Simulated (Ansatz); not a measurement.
**Point defects in InN**

The reference is a 32-atom supercell of InN in the wurtzite structure (space group P6_3mc, No. 186; a = 3.537 Å, c = 5.714 Å) at its relaxed geometry.

One neutral defect a cell, atoms relaxed at fixed cell.

Calculations: PBEsol (Ansatz, an electronic-structure program, PAW, no SOC), earlier PAW set.

```csv
variant,pressure,largest displacement of a host atom from its site in the perfect cell
perfect supercell,0.0 GPa,–
"In on a N site (antisite), symmetric start",6.5 GPa,0.67 Å
N interstitial (started 2.26 Å from the nearest host atom),4.0 GPa,0.72 Å
In vacancy,0.5 GPa,0.24 Å
```

In so small a cell the defect repeats every few ångströms: this is an ordered compound, not a dilute defect. A case with no gap was solved on a k-mesh chosen for an insulator, which is coarse for it. Defects with a symmetric start kept the site's symmetry and may sit on a saddle; the others started slightly shaken. All final runs are without spin polarisation.
